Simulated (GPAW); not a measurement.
RbCl:

```
CELL_PARAMETERS angstrom
0.00000 3.27400 3.27400
3.27400 0.00000 3.27400
3.27400 3.27400 0.00000
ATOMIC_POSITIONS crystal
Rb 0.00000 0.00000 0.00000
Cl 0.50000 0.50000 0.50000
```

Base run:

| Quantity | Value |
| --- | --- |
| Program | GPAW 26.7.0 |
| Functional | PBE |
| Potentials or basis | GPAW PAW data sets (gpaw-data 1.2.1) |
| Cutoff | 450 eV |
| Basis | pw |
| k mesh | 6 × 6 × 6 |
| Occupations | fermi-dirac, width 0.05 eV |
| Spin | no spin polarisation |

Its results: band gap on the k mesh 5.05 eV, direct; pressure 1.0 GPa.

Q: The run is repeated on the same cell with these changes: functional from PBE to LDA; potentials or basis from GPAW PAW data sets (gpaw-data 1.2.1) to the program's PAW data sets (release 1.2.1) made for this functional. What comes out?

A: Band gap on the k mesh 4.60 eV, direct; pressure -1.5 GPa.

Caveats: the cutoff is short for stress and forces, so pressures can be off by a GPa or more.

